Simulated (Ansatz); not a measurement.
## Zn: changing the functional

```
Zn
1.0
     3.77113    0.00000    0.00000
     0.00000    3.77113    0.00000
     0.00000    0.00000    3.77113
Zn
3
Direct
  0.00000 0.50000 0.50000
  0.50000 0.00000 0.50000
  0.50000 0.50000 0.00000
```

This isn't the form of Zn at room conditions, which is hcp.

Kept alike: task band structure; k mesh 7 × 7 × 7; occupations fermi-dirac, width 0.05 eV; no spin polarisation. Program: Ansatz, Ansatz PAW. Cutoffs run from 420 to 500 eV. The mesh is that of the run's cell of 3 atoms. No spin-orbit coupling.

| functional | pressure (GPa) |
| --- | --- |
| BLYP | 4.12 |
| LDA | -7.19 |
| PBE | -0.45 |
| PBEsol | -4.46 |
| RPBE | 2.09 |
| r2SCAN | -3.82 |
| revPBE | 1.39 |

Pressure is positive in compression, with a Pulay correction for the finite cutoff. For a metal such a mesh leaves the last digits unconverged. All rows use potentials made for PBE.

The pressure runs from -7.19 (LDA) to 4.12 GPa (BLYP). From PBE: BLYP +4.57; LDA -6.74; PBEsol -4.01; RPBE +2.54; r2SCAN -3.37; revPBE +1.84. A positive pressure means that the functional's own cell is larger than the one given, a negative one that it is smaller.
